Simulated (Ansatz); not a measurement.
**Lattice vibrations of MgB2 at Γ**

Method: DFT PBEsol, scalar-relativistic, plane waves, PAW (Ansatz). Cutoff 420 eV, 15×15×12 k-points (Γ-centred), Fermi-Dirac smearing of 0.15 eV. No spin polarisation. Phonons by linear response, acoustic sum rule imposed.

The cell, relaxed at this level:
```xyz
3
Lattice="3.0642 0.0000 0.0000 -1.5321 2.6537 0.0000 0.0000 0.0000 3.4985" Properties=species:S:1:pos:R:3 pbc="T T T"
Mg    0.0000    0.0000    0.0000
B     0.0000    1.7691    1.7492
B     1.5321    0.8846    1.7492
```

In a metal, frequencies and elastic constants depend on the k mesh and the smearing, soft modes and shear constants most.

Optical modes at Γ; i marks an imaginary frequency:
```csv
frequency (meV),degeneracy
42.2,2
50.6,1
75.3,2
85.7,1
```

All 6 optical modes at Γ are real: no displacement of atoms at fixed cell lowers the energy to second order. Strains and modes at other wave vectors aren't tested by this run.

Cost: 1 run of about 0.71 core-minutes, on Arm Neoverse V2 (shared hosts).